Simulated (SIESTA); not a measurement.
# SnSe2 under changes of volume

One of the cells (25.726 Å³/atom); the others are scaled copies at fixed shape and fractional positions:

```
Sn Se
1.0
     3.81100    0.00000    0.00000
    -1.90550    3.30042    0.00000
     0.00000    0.00000    6.13600
Sn Se
1 2
Cartesian
  0.0000 0.0000 0.0000
  1.9055 1.1001 4.6081
  0.0000 2.2003 1.5279
```

* Program: SIESTA 5.4.2
* Functional: LDA
* Potentials or basis: PseudoDojo 0.4 standard (LDA files)
* Basis: DZP (energy shift 0.002 Ry)
* Grid cutoff: 500 Ry
* Energy shift: 0.002 Ry
* k mesh: 8 × 8 × 5
* Occupations: fermi-dirac, width 0.05 eV
* Spin: no spin polarisation

```tsv
volume (Å³/atom)	energy over the lowest point (meV/atom)	pressure (GPa)	gap on the mesh (eV)	largest force (eV/Å)
24.182	?	?	?	?
24.697	63.83	8.3	0.66	1.541
25.212	40.40	6.3	0.64	1.292
25.726	22.88	4.6	0.62	1.063
26.241	10.65	3.0	0.59	0.851
26.755	3.16	1.6	0.52	0.653
27.270	0.00	0.4	0.46	0.470
```

Task: What does the run at 24.182 Å³/atom give?

Result: Energy over the lowest point 93.88 meV/atom; pressure 10.5 GPa; gap on the mesh 0.68 eV; largest force 1.808 eV/Å.

Worked out: A Birch-Murnaghan fit of order 3 (a polynomial in V^(-2/3)) to the other rows has its minimum at 27.43 Å³/atom, just outside them, with B0 = V·E''(V) = 62 GPa and B' = 4.5 at fixed shape and positions, which overstates the stiffness. It gives 93.80 meV/atom at 24.182 Å³/atom, against the run's 93.88, and -dE/dV = 10.4 GPa, against 10.5. A parabola through the other rows of the gap, of slope 0.708 eV per unit of ln V there, extrapolates to 0.65 eV, against the run's 0.68.

Energies are extrapolated to zero smearing.

Caveats: semicore shells carry a single zeta, which can move pressures by several GPa and volumes by a few percent; spin-orbit coupling is left out, which moves the levels of the heavy elements; an odd mesh through Γ misses points on the zone boundary, where band edges often lie; the basis of atomic orbitals isn't converged, which shifts pressures, moduli and gaps; forces of over 1 eV/Å show positions far from the minimum, so gaps and moduli don't describe the material at rest (some runs).
